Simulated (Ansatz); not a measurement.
**Ti: pulling the crystal apart**

This session takes Ti and sets out to open the crystal across a (1 1 1) plane.

Program: Ansatz 0.2.0. Level of theory: DFT r2SCAN, scalar-relativistic, plane waves, PAW. These are calculated values, not measurements.

2 further runs of the same task are left out: 2 set aside as unsound or not needed.

## 1. The system as given

It takes space group Fm-3m (No. 225, cubic). The conventional cell has a = 4.110 Å, b = 4.110 Å, c = 4.110 Å, α = 90.00°, β = 90.00°, γ = 90.00°. Ti (site symmetry m-3m) has 12 Ti at 2.91 Å in its first shell of neighbours.

Coordinates:

```cif
data_structure
_symmetry_space_group_name_H-M 'Fm-3m'
_symmetry_Int_Tables_number 225
_cell_length_a 4.1103
_cell_length_b 4.1103
_cell_length_c 4.1103
_cell_angle_alpha 90.000
_cell_angle_beta 90.000
_cell_angle_gamma 90.000
_cell_volume 69.44
loop_
_atom_site_label
_atom_site_type_symbol
_atom_site_symmetry_multiplicity
_atom_site_Wyckoff_symbol
_atom_site_fract_x
_atom_site_fract_y
_atom_site_fract_z
_atom_site_occupancy
Ti1 Ti 4 a 0.00000 0.00000 0.00000 1
```

It is built from the cell relaxed beforehand with the same method (17.36 Å³/atom).

## 2. The undisturbed cell

input.yaml reads:

```yaml
crystal:
  lattice:
    - [2.0551516167, -2.0551516167, 0.0]
    - [2.0551516167, 0.0, -2.0551516167]
    - [8.2206064669, 8.2206064669, 8.2206064669]
  atoms:
    - { symbol: Ti, position: [0.6666666667, 0.6666666667, 0.1666666667] }
    - { symbol: Ti, position: [0.0, 0.0, 0.0] }
    - { symbol: Ti, position: [0.3333333333, 0.3333333333, 0.3333333333] }
    - { symbol: Ti, position: [0.6666666667, 0.6666666667, 0.6666666667] }
    - { symbol: Ti, position: [0.0, 0.0, 0.5] }
    - { symbol: Ti, position: [0.3333333333, 0.3333333333, 0.8333333333] }
basis:
  ecutwfc: 500
kpoints:
  mp_grid: { grid: [23, 23, 5] }
hamiltonian:
  xc: r2scan
scf:
  occupations: { method: gaussian, width: 0.15 }
output:
  forces: true
  stress: true
  eigenvalues: true
```

Started as:

```bash
$ ansatz run input.yaml --threads 2 --pin off --max-ram 5120MiB --backend cpu --events-out ev --progress --plain --runs-dir out
```

The session goes on with these runs: At d = 1.00 Å; point d = 3.00 Å; point d = 0.50 Å; d = 2.00 Å; d = 6.00 Å; d = -0.30 Å; d = 0.25 Å; point d = 1.50 Å; point d = 4.50 Å; d = 0.75 Å; d = -0.15 Å.

**Question.** What will these runs give? Wanted: largest traction sampled.

As calculated:

```
                quantity                   value
    energy at d = 6.00 Å               4.25 J/m²
largest traction sampled  21.6 GPa at d = 1.00 Å
```

In words: The energy levels off at 4.25 J/m², the work to make two unrelaxed faces. The traction peaks at 21.6 GPa near 1.00 Å, an estimate of the ideal strength of rigid blocks on this coarse sampling.
